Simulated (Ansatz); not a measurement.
Below is a relaxed structure of As. The cell was found from a structure generator's guess, not taken from experiment.

All numbers below come from Ansatz, DFT PBE, scalar-relativistic, plane waves, PAW. Cutoff 420 eV, Γ-centred mesh, Gaussian smearing, no spin polarisation.

```
CELL_PARAMETERS angstrom
2.98020 -3.16529 0.00000
2.98020 3.16529 0.00000
-2.78514 0.00000 6.79101
ATOMIC_POSITIONS crystal
As 0.74988 0.96031 0.35204
As 0.03969 0.25012 0.14796
As 0.25012 0.03969 0.64796
As 0.96031 0.74988 0.85204
As 0.50000 0.50000 0.00000
As 0.50000 0.50000 0.50000
```

Energies count from the standard state of As at the same level.

(1) Find its symmetry and describe it.

(2) How far does it lie from the standard state of As?

(3) Is it a metal?

(4) From what recipe could a structure generator have reached it?

## Answers

(1) C2/c (No. 15). Conventional cell: a = 5.960 Å, b = 6.331 Å, c = 7.340 Å, β = 112.3°. As on a site of symmetry 1 has 5 As at 2.57–2.80 Å; As on a site of symmetry -1 is surrounded by 6 As at 2.73–2.80 Å.

(2) +0.22 eV/atom. It lies above the standard state, so it could only be metastable.

(3) Yes, bands cross the Fermi level on the 10×10×6 mesh.

(4) One such recipe: 4-, 6-connected net of one element (C2/c, No. 15). Other recipes can lead to the same cell.

The last run used a 10×10×6 mesh (in the run's order of axes) for its 6-atom cell and Gaussian smearing of 0.10 eV. The reference form of As is held partly by dispersion forces, which this level lacks. Symmetry constrained the relaxation, so the result can be a saddle point. Another cell of As relaxed alike, in Pmmm, lies 19 meV/atom lower, so this cell isn't the stable form at this level.
